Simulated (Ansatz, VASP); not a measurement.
# One calculation of SnTe, two programs

Contents of INCAR:

```
SYSTEM = SnTe
PREC = Accurate
ENCUT = 600
EDIFF = 1E-7
ISMEAR = 0
SIGMA = 0.1
LREAL = .False.
LASPH = .True.
NELM = 100
ALGO = Normal
ISIF = 3
LWAVE = .False.
LCHARG = .False.
GGA = PE
IBRION = 2
NSW = 100
EDIFFG = -0.01
```

File KPOINTS:

```
regular mesh
0
Gamma
  10 10 6
  0 0 0
```

Contents of POSCAR:

```
SnTe
1.0
    4.6156877176      0.0000000000      0.0000000000
    0.0000000000      4.6156877176      0.0000000000
    0.0000000000      0.0000000000      7.9627281799
Sn Te
2 2
Direct
    0.5000000000      0.5000000000      0.7500000000
    0.5000000000      0.5000000000      0.2500000000
    0.0000000000      0.5000000000      0.0000000000
    0.5000000000      0.0000000000      0.5000000000
```

Input for Ansatz:

```yaml
crystal:
  lattice:
    - [4.6156877176, 0.0, 0.0]
    - [0.0, 4.6156877176, 0.0]
    - [0.0, 0.0, 7.9627281799]
  atoms:
    - { symbol: Sn, position: [0.5, 0.5, 0.75] }
    - { symbol: Sn, position: [0.5, 0.5, 0.25] }
    - { symbol: Te, position: [0.0, 0.5, 0.0] }
    - { symbol: Te, position: [0.5, 0.0, 0.5] }
basis:
  ecutwfc: 420
kpoints:
  mp_grid: { grid: [10, 10, 6] }
hamiltonian:
  xc: pbe
scf:
  occupations: { method: gaussian, width: 0.1 }
output:
  forces: true
  stress: true
  eigenvalues: true
relax:
  adjacent_minimum: "off"
  f_tol: 0.01
  max_steps: 80
  cell: { stress_tol: 0.05 }
```

Alike in both runs: task relaxation of cell and atoms; functional PBE; k mesh 10 × 10 × 6; occupations gaussian, width 0.1 eV; no spin polarisation.

```csv
,VASP,Ansatz
version,VASP 6.6.1,Ansatz 0.2.0
potentials or method,"VASP PAW PBE potentials, release 64 (Sn_d, Te)","scalar-relativistic, plane waves, PAW"
plane-wave cutoff (eV),600,420
valence electrons in the cell,40,60
```

```tsv
	VASP	Ansatz	Ansatz less VASP
gap on the k mesh at the Fermi level, each at its own relaxed structure (eV)	none	none	-
relaxed volume (Å³/atom)	43.37	43.41	+0.035
relaxed cell length with the largest relative difference (Å)	7.741	7.720	-0.0205
energy change over the relaxation (meV/atom)	-2	-2	0.0
```

A gap of «none» marks a metal or a gap that the smearing closes. The two sets of potentials don't hold the same shells in valence.

The runs have no spin-orbit coupling, so splittings on Te are missing.
